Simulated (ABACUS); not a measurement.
La under changes of volume

One of the cells (38.320 Å³/atom); the others are scaled copies at fixed shape and fractional positions:

```
La
1.0
    -2.12383    2.12383    2.12383
     2.12383   -2.12383    2.12383
     2.12383    2.12383   -2.12383
La
1
Direct
  0.00000 0.00000 0.00000
```

This isn't the form of La at room conditions, which is double hcp.

* Program: ABACUS 3.10.1
* Functional: PBE
* Potentials or basis: PseudoDojo NC SR 0.4.1 PBE standard
* Cutoff: 1510 eV
* Density cutoff: 6041 eV
* Basis: plane waves
* k mesh: 9 × 9 × 9
* Occupations: fermi-dirac, width 0.05 eV
* Spin: no spin polarisation

```csv
volume (Å³/atom),energy over the lowest point (meV/atom),pressure (GPa)
36.020,4.08,1.1
36.787,0.68,0.5
37.553,0.00,0.0
38.320,?,?
39.086,5.89,-1.0
39.852,12.08,-1.4
40.619,20.22,-1.8
```

Question: What does the run at 38.320 Å³/atom give?

Answer: Energy over the lowest point 1.80 meV/atom; pressure -0.5 GPa.

Worked out: A Birch-Murnaghan fit of order 3 (a polynomial in V^(-2/3)) to the other rows has its minimum at 37.37 Å³/atom with B0 = V·E''(V) = 26 GPa and B' = 3.1. It gives 1.80 meV/atom at 38.320 Å³/atom, against the run's 1.80, and -dE/dV = -0.6 GPa, against -0.5.

Energies are extrapolated to zero smearing.
